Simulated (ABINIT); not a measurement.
# Be (Im-3m) in ABINIT: reference runs

Reference runs on Be: the cell as given and a disturbed copy.

All numbers are computed with ABINIT 10.8.3 (patched build); they aren't measurements. Logs are shortened: lines on timing, memory, paths and dates and some standing lists are left out, and cuts for length are marked. The log counts tension as positive stress, the text compression.

## Step 1: The structure

The structure is cubic, space group Im-3m (No. 229). The conventional cell has a = 2.506 Å, b = 2.506 Å, c = 2.506 Å, α = 90.00°, β = 90.00°, γ = 90.00°. Be (site symmetry m-3m) has 8 Be at 2.17 Å as nearest neighbours.

This isn't the form of Be at room conditions, which is hcp.

## Step 2: Single point, PBE

Input file run.abi:

```
# Pseudopotentials
pp_dirpath "./"
pseudos "Be.GGA_PBE-JTH.xml"

# Structure
structure "poscar:POSCAR"
natom 1

# Plane-wave basis
ecut 15.0
pawecutdg 30.0

# k points
kptopt 1
ngkpt 15 15 15
nshiftk 1
shiftk 0.0 0.0 0.0

# Exchange and correlation
ixc 11

# Bands and occupations
nband 6
occopt 3
tsmear 0.05 eV

# SCF cycle
nstep 100
tolvrs 1.0e-9

# Output
iomode 3
prtwf 0
prtden 0
prteig 0
prtebands 0
```

Input file POSCAR:

```
Be
1.0
   -1.2531209513      1.2531209513      1.2531209513
    1.2531209513     -1.2531209513      1.2531209513
    1.2531209513      1.2531209513     -1.2531209513
Be
1
Direct
    0.0000000000      0.0000000000      0.0000000000  Be
```

Potentials or basis: JTH PAW PBE v2.0.

Command:

```console
$ abinit run.abi > log 2>&1
```

run.abo:

```text
.Version 10.8.3 of ABINIT
 Symmetries : space group Im -3 m (#229); Bravais cI (body-center cubic)
================================================================================
 Values of the parameters that define the memory need of the present run
     intxc =       0    ionmov =       0      iscf =      17    lmnmax =       8
     lnmax =       4     mgfft =      16  mpssoang =       2    mqgrid =    3001
     natom =       1  nloc_mem =       2    nspden =       1   nspinor =       1
    nsppol =       1      nsym =      48    n1xccc =       1    ntypat =       1
    occopt =       3   xclevel =       2
       mpw =         154          nfft =        4096          nkpt =         120
 PAW method is used; the additional fine FFT grid is defined by:
   mgfftf=        24    nfftf =     13824
================================================================================
================================================================================

--------------------------------------------------------------------------------
------------- Echo of variables that govern the present computation ------------
--------------------------------------------------------------------------------
 -outvars: echo values of preprocessed input variables --------
            acell      1.0000000000E+00  1.0000000000E+00  1.0000000000E+00 Bohr
              amu      9.01218200E+00
             ecut      1.50000000E+01 Hartree
                       outvar_i_n : Printing only first  50 k-points.
              ixc          11
                       outvar_i_n : Printing only first  50 k-points.
         kptrlatt       15    0    0      0   15    0      0    0   15
          kptrlen      6.15238840E+01
            natom           1
            nband           6
            ngfft          16      16      16
          ngfftdg          24      24      24
             nkpt         120
            nstep         100
             nsym          48
           ntypat           1
                       prtocc : prtvol=0, do not print more k-points.
           occopt           3
        pawecutdg      3.00000000E+01 Hartree
         pawxcdev           0
           prtden           0
        prtebands           0
           prteig           0
            prtwf           0
            rprim     -2.3680554006E+00  2.3680554006E+00  2.3680554006E+00
                       2.3680554006E+00 -2.3680554006E+00  2.3680554006E+00
                       2.3680554006E+00  2.3680554006E+00 -2.3680554006E+00
          spgroup         229
           tolvrs      1.00000000E-09
           tsmear      1.83746611E-03 Hartree
            typat      1
           useylm           1
                       outvars : Printing only first  50 k-points.
            znucl        4.00000

================================================================================

 chkinp: Checking input parameters for consistency.

================================================================================
== DATASET  1 ==================================================================

--- !DatasetInfo
iteration_state: {dtset: 1, }
dimensions: {natom: 1, nkpt: 120, mband: 6, nsppol: 1, nspinor: 1, nspden: 1, mpw: 154, }
cutoff_energies: {ecut:  15.0, pawecutdg:  30.0, }
electrons: {nelect:   4.00000000E+00, charge:   0.00000000E+00, occopt:   3.00000000E+00, tsmear:   1.83746611E-03, }
meta: {optdriver: 0, ionmov: 0, optcell: 0, iscf: 17, paral_kgb: 0, }
...

 Exchange-correlation functional for the present dataset will be:
  GGA: Perdew-Burke-Ernzerhof functional - ixc=11
  J.P.Perdew, K.Burke, M.Ernzerhof, PRL 77, 3865 (1996)

 Real(R)+Recip(G) space primitive vectors, cartesian coordinates (Bohr,Bohr^-1):
 R(1)= -2.3680554  2.3680554  2.3680554  G(1)=  0.0000000  0.2111437  0.2111437
 R(2)=  2.3680554 -2.3680554  2.3680554  G(2)=  0.2111437  0.0000000  0.2111437
 R(3)=  2.3680554  2.3680554 -2.3680554  G(3)=  0.2111437  0.2111437  0.0000000
 Unit cell volume ucvol=  5.3117248E+01 bohr^3
 Angles (23,13,12)=  1.09471221E+02  1.09471221E+02  1.09471221E+02 degrees

 Coarse grid specifications (used for wave-functions):

 getcut: wavevector=  0.0000  0.0000  0.0000  ngfft=  16  16  16
         ecut(hartree)=     15.000   => boxcut(ratio)=   2.24619

 getcut : COMMENT -
  Note that boxcut > 2.2 ; recall that boxcut=Gcut(box)/Gcut(sphere) = 2
  is sufficient for exact treatment of convolution.
  Such a large boxcut is a waste : you could raise ecut
  e.g. ecut=   18.920146 Hartrees makes boxcut=2

 Fine grid specifications (used for densities):

 getcut: wavevector=  0.0000  0.0000  0.0000  ngfft=  24  24  24
         ecut(hartree)=     30.000   => boxcut(ratio)=   2.37319

 getcut : COMMENT -
  Note that boxcut > 2.2 ; recall that boxcut=Gcut(box)/Gcut(sphere) = 2
  is sufficient for exact treatment of convolution.
  Such a large boxcut is a waste : you could raise ecut
  e.g. ecut=   42.240327 Hartrees makes boxcut=2

--- Pseudopotential description ------------------------------------------------
- pspini: atom type   1  psp file is ./Be.GGA_PBE-JTH.xml
 Pseudopotential format is: paw10
 basis_size (lnmax)=  4 (lmn_size=  8), orbitals=   0   0   1   1
 Spheres core radius: rc_sph= 1.60727588
 Shapefunction is SIN type: shapef(r)=[sin(pi*r/rshp)/(pi*r/rshp)]**2
 Radius for shape functions =  1.40108027
 Compensation charge density is not taken into account in XC energy/potential

   1.60348844E+01                                ecore*ucvol(ha*bohr**3)
--------------------------------------------------------------------------------

[... 7 lines left out ...]

     iter   Etot(hartree)      deltaE(h)  residm     nres2
 ETOT  1  -14.478833419550    -1.448E+01 2.372E+01 3.519E-02
 ETOT  2  -14.763385182861    -2.846E-01 1.846E-02 1.956E-02
 ETOT  3  -14.763318057134     6.713E-05 1.079E-02 8.111E-03
 ETOT  4  -14.763287601495     3.046E-05 1.067E-03 8.406E-05
 ETOT  5  -14.763287567173     3.432E-08 5.429E-04 1.860E-07
 ETOT  6  -14.763287559069     8.104E-09 1.392E-04 8.790E-08
 ETOT  7  -14.763287557217     1.852E-09 3.015E-04 9.183E-10

 At SCF step    7       nres2   =  9.18E-10 < tolvrs=  1.00E-09 =>converged.

 Cartesian components of stress tensor (hartree/bohr^3)
  sigma(1 1)=  3.74547170E-04  sigma(3 2)=  0.00000000E+00
  sigma(2 2)=  3.74547170E-04  sigma(3 1)=  0.00000000E+00
  sigma(3 3)=  3.74547170E-04  sigma(2 1)=  0.00000000E+00

--- !ResultsGS
iteration_state: {dtset: 1, }
comment   : Summary of ground state results
lattice_vectors:
- [ -2.3680554,   2.3680554,   2.3680554, ]
- [  2.3680554,  -2.3680554,   2.3680554, ]
- [  2.3680554,   2.3680554,  -2.3680554, ]
lattice_lengths: [   4.10159,    4.10159,    4.10159, ]
lattice_angles: [109.471, 109.471, 109.471, ] # degrees, (23, 13, 12)
lattice_volume:   5.3117248E+01
convergence: {deltae:  1.852E-09, res2:  9.183E-10, residm:  3.015E-04, diffor: null, }
etotal    :  -1.47632876E+01
entropy   :   0.00000000E+00
fermie    :   2.95495931E-01
cartesian_stress_tensor: # hartree/bohr^3
- [  3.74547170E-04,   0.00000000E+00,   0.00000000E+00, ]
- [  0.00000000E+00,   3.74547170E-04,   0.00000000E+00, ]
- [  0.00000000E+00,   0.00000000E+00,   3.74547170E-04, ]
pressure_GPa:  -1.1020E+01
xred      :
- [  0.0000E+00,   0.0000E+00,   0.0000E+00, Be]
cartesian_forces: # hartree/bohr
- [ -0.00000000E+00,  -0.00000000E+00,  -0.00000000E+00, ]
force_length_stats: {min:   0.00000000E+00, max:   0.00000000E+00, mean:   0.00000000E+00, }
...

 Integrated electronic density in atomic spheres:
 ------------------------------------------------
 Atom  Sphere_radius  Integrated_density
    1        1.60728          2.63087236

================================================================================

 ----iterations are completed or convergence reached----

 Mean square residual over all n,k,spin=   10.447E-07; max=  30.150E-05
 reduced coordinates (array xred) for    1 atoms
       0.000000000000      0.000000000000      0.000000000000
 rms dE/dt=  0.0000E+00; max dE/dt=  0.0000E+00; dE/dt below (all hartree)
    1       0.000000000000      0.000000000000      0.000000000000

 cartesian coordinates (angstrom) at end:
    1      0.00000000000000     0.00000000000000     0.00000000000000

 cartesian forces (hartree/bohr) at end:
    1     -0.00000000000000    -0.00000000000000    -0.00000000000000
 frms,max,avg= 0.0000000E+00 0.0000000E+00   0.000E+00  0.000E+00  0.000E+00 h/b

 cartesian forces (eV/Angstrom) at end:
    1     -0.00000000000000    -0.00000000000000    -0.00000000000000
 frms,max,avg= 0.0000000E+00 0.0000000E+00   0.000E+00  0.000E+00  0.000E+00 e/A
 length scales=  1.000000000000  1.000000000000  1.000000000000 bohr
              =  0.529177210544  0.529177210544  0.529177210544 angstroms
 Fermi (or HOMO) energy (hartree) =   0.29550   Average Vxc (hartree)=  -0.39753
 Eigenvalues (hartree) for nkpt= 120  k points:
 kpt#   1, nband=  6, wtk=  0.00030, kpt=  0.0000  0.0000  0.0000 (reduced coord)
  -3.41473   -0.15093    1.00919    1.00919    1.00919    1.42673
      occupation numbers for kpt#   1
   2.00000    2.00000    0.00000    0.00000    0.00000    0.00000
 prteigrs : prtvol=0 or 1, do not print more k-points.

--- !EnergyTerms
iteration_state     : {dtset: 1, }
comment             : Components of total free energy in Hartree
kinetic             :  2.02902673032278E+00
hartree             :  1.10673553304713E+00
xc                  : -8.63180083907967E-01
Ewald energy        : -6.14720998266479E+00
psp_core            :  3.01877166913549E-01
local_psp           : -4.44247159980333E+00
PAW spherical_terms : -6.74799775185831E+00
internal            : -1.47632199879509E+01
'-kT*entropy'       : -4.14185221452827E-05
total_energy        : -1.47632614064731E+01
total_energy_eV     : -4.01728808381924E+02
...

--- !EnergyTermsDC
iteration_state     : {dtset: 1, }
comment             : '"Double-counting" decomposition of free energy'
band_energy         : -6.66320337617057E+00
Ewald energy        : -6.14720998266479E+00
psp_core            :  3.01877166913549E-01
xc_dc               : -8.50646133700219E-01
PAW spherical_terms : -1.40406381307296E+00
internal            : -1.47632461386950E+01
'-kT*entropy'       : -4.14185221452827E-05
total_energy_dc     : -1.47632875572171E+01
total_energy_dc_eV  : -4.01729519979921E+02
...

 Cartesian components of stress tensor (hartree/bohr^3)
  sigma(1 1)=  3.74547170E-04  sigma(3 2)=  0.00000000E+00
  sigma(2 2)=  3.74547170E-04  sigma(3 1)=  0.00000000E+00
  sigma(3 3)=  3.74547170E-04  sigma(2 1)=  0.00000000E+00

-Cartesian components of stress tensor (GPa)         [Pressure= -1.1020E+01 GPa]
- sigma(1 1)=  1.10195582E+01  sigma(3 2)=  0.00000000E+00
- sigma(2 2)=  1.10195582E+01  sigma(3 1)=  0.00000000E+00
- sigma(3 3)=  1.10195582E+01  sigma(2 1)=  0.00000000E+00

== END DATASET(S) ==============================================================
================================================================================

 -outvars: echo values of variables after computation  --------
            acell      1.0000000000E+00  1.0000000000E+00  1.0000000000E+00 Bohr
           etotal     -1.4763287557E+01
            fcart     -0.0000000000E+00 -0.0000000000E+00 -0.0000000000E+00
            rprim     -2.3680554006E+00  2.3680554006E+00  2.3680554006E+00
                       2.3680554006E+00 -2.3680554006E+00  2.3680554006E+00
                       2.3680554006E+00  2.3680554006E+00 -2.3680554006E+00
           strten      3.7454717008E-04  3.7454717008E-04  3.7454717008E-04
                       0.0000000000E+00  0.0000000000E+00  0.0000000000E+00
 Calculation completed.
```

Run time: 3.1 s. Hardware: 1 thread of Arm Neoverse V1, shared host; peak memory 0.07 GiB.

What came out:

* Free energy: -401.7295 eV
* Band gap on the k mesh: none (metal or under the smearing width)
* Valence electrons inside the program's atomic spheres: Be 2.63 (radii [0.8505] Å)

Levels at points of the mesh, in eV from the Fermi level:
| k point | band 2 | band 3 | band 4 | band 5 |
| --- | --- | --- | --- | --- |
| (0.00, 0.00, 0.00) | -12.15 | 19.42 | 19.42 | 19.42 |

Caveat: the cutoff is too short for stress, so the log's stress isn't used.

## Step 3: Single point, PBE

Input file run.py:

```python
import json, os
import numpy as np
from ase.units import GPa
from ase.calculators.abinit import Abinit, AbinitProfile
from ase.io import read

atoms = read('Be.xyz')

profile = AbinitProfile(command='abinit', pp_paths=[os.path.abspath('pseudos')])
params = dict(
    pps='pawxml', xc='PBE',
    ecut=408.1708,
    pawecutdg=816.3416,
    kptopt=1,
    ngkpt=[15, 15, 15],
    nshiftk=1,
    shiftk=[0.0, 0.0, 0.0],
    ixc=11,
    nband=6,
    occopt=3,
    tsmear=0.05,
    nstep=100,
    tolvrs=1e-09,
    prtwf=0,
    prtden=0,
)

atoms.calc = Abinit(profile=profile, directory='run', **params)
energy = atoms.get_potential_energy()
forces = atoms.get_forces()
stress = atoms.get_stress()
print(f'energy {energy:.6f} eV')
print('forces (eV/A)')
print(np.round(forces, 5))
print('stress (GPa, Voigt, tension positive)', np.round(stress / GPa, 4))
json.dump(dict(energy=energy, forces=forces.tolist(), stress=stress.tolist(), cell=atoms.cell.tolist(), frac=atoms.get_scaled_positions(wrap=False).tolist()), open('results.json', 'w'))
```

Input file Be.xyz:

```xyz
1
Lattice="-1.2531209513 1.2531209513 1.2531209513 1.2531209513 -1.2531209513 1.2531209513 1.2531209513 1.2531209513 -1.2531209513" Properties=species:S:1:pos:R:3 pbc="T T T"
Be     0.0000000000      0.0000000000      0.0000000000
```

Potentials or basis: JTH PAW PBE v2.0.

Command:

```console
$ python run.py
```

The program printed:

```text
energy -401.728808 eV
forces (eV/A)
[[-0. -0. -0.]]
stress (GPa, Voigt, tension positive) [11.0196 11.0196 11.0196  0.      0.      0.    ]
```

abinit.in:

```text
ecut 408.1708 eV
ixc 11
kptopt 1
natom 1
nband 6
ngkpt
15 15 15
nshiftk 1
nsppol 1
nstep 100
occopt 3
pawecutdg 816.3416 eV
prtden 0
prtwf 0
shiftk
0.0 0.0 0.0
tolvrs 1e-09
tsmear 0.05 eV
#Definition of the unit cell
acell
1.00000000000000 1.00000000000000 1.00000000000000 Angstrom
rprim
-1.25312095130000 1.25312095130000 1.25312095130000
1.25312095130000 -1.25312095130000 1.25312095130000
1.25312095130000 1.25312095130000 -1.25312095130000
chkprim 0 # Allow non-primitive cells
#Definition of the atom types
ntypat 1
znucl 4
#Enumerate different atomic species
typat
 1
pseudos "./pseudos/Be.GGA_PBE-JTH.xml"
#Definition of the atoms
xcart
0.00000000000000 0.00000000000000 0.00000000000000
chkexit 1 # abinit.exit file in the running directory terminates after the current SCF
```

abinit.abo:

```text
.Version 10.8.3 of ABINIT
 Symmetries : space group Im -3 m (#229); Bravais cI (body-center cubic)
================================================================================
 Values of the parameters that define the memory need of the present run
     intxc =       0    ionmov =       0      iscf =      17    lmnmax =       8
[... 240 lines left out ...]
            fcart     -0.0000000000E+00 -0.0000000000E+00 -0.0000000000E+00
            rprim     -1.2531209513E+00  1.2531209513E+00  1.2531209513E+00
                       1.2531209513E+00 -1.2531209513E+00  1.2531209513E+00
                       1.2531209513E+00  1.2531209513E+00 -1.2531209513E+00
           strten      3.7454717013E-04  3.7454717013E-04  3.7454717013E-04
                       0.0000000000E+00  0.0000000000E+00  0.0000000000E+00
 Calculation completed.
```

Wall time 3.9 s (1 thread of Arm Neoverse V1, shared host); peak memory 0.08 GiB.

Results:

* Free energy: -401.7295 eV
* Band gap on the k mesh: none (metal or under the smearing width)
* Valence electrons inside the program's atomic spheres: Be 2.63 (radii [0.8505] Å)

Caveat: the cutoff is too short for stress, so the log's stress isn't used.

(Part 1 of 2 ends here.)
